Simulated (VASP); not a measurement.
# K, self-consistent run: which settings are enough?

K, Im-3m (no. 229), 1 atom in the cell. PBE; PAW potentials K_sv (PBE set). VASP 6.6.1.

Wanted: energy within 0.2 meV/atom; Fermi level within 0.005 eV.

What the run is for: comparing ways to start; Accuracy asked: tight.

POSCAR:
```
K
1.0
   -2.6975585167      2.6975585167      2.6975585167
    2.6975585167     -2.6975585167      2.6975585167
    2.6975585167      2.6975585167     -2.6975585167
K
1
Direct
    0.0000000000      0.0000000000      0.0000000000
```

## How the run starts (with a second run first, the time holds both)

| How the run starts (with a second run first, the time holds both) | Energy less reference (meV/atom) | Fermi level (eV) | Time (s) |
|---|---|---|---|
| from scratch: 10 SCF iterations | 0.00 | -0.2614 | 11 |
| density of a coarse mesh (ICHARG 1): 11 + 8 SCF iterations | 0.00 | -0.2614 | 15 |
| orbitals of a lower cutoff (ISTART 1): 10 + 5 SCF iterations | 0.00 | -0.2613 | 16 |
| orbitals of a loose run: 6 + 4 SCF iterations | 0.00 | -0.2615 | 9.8 |

## Question

For each series: keep the first row unless others stay within half of the tolerance and take at least 30 % less time, and then take the fastest.

## Answer

- How the run starts (with a second run first, the time holds both): from scratch: 10 SCF iterations

The chosen settings are those of the reference run.

## The input

INCAR:
```
ALGO = Normal ; EDIFF = 1E-6
ENCUT = 400 ; GGA = PE
GGA_COMPAT = False ; ISIF = 2
ISMEAR = 1 ; LASPH = True
LCHARG = False ; LREAL = False
LWAVE = False ; NELM = 120
PREC = Accurate ; SIGMA = 0.1
```

KPOINTS:
```
k-points
0
Gamma
  9 9 9
```

Commands:
```
cat potpaw_PBE.64/K_sv/POTCAR > POTCAR
mpirun -np 1 vasp_std > vasp.out
```

The chosen input took VASP 6.6.1 11 s on 1 core (Intel Xeon Platinum 8375C @ 2.90GHz (Ice Lake)), a shared host.

## An input that fails: restart asked without its files

VASP's message: ERROR: charge density could not be read from file CHGCAR for ICHARG>10.

Changes against the starting input:
```
- NELM = 120
+ NELM = 60
+ ICHARG = 11
```
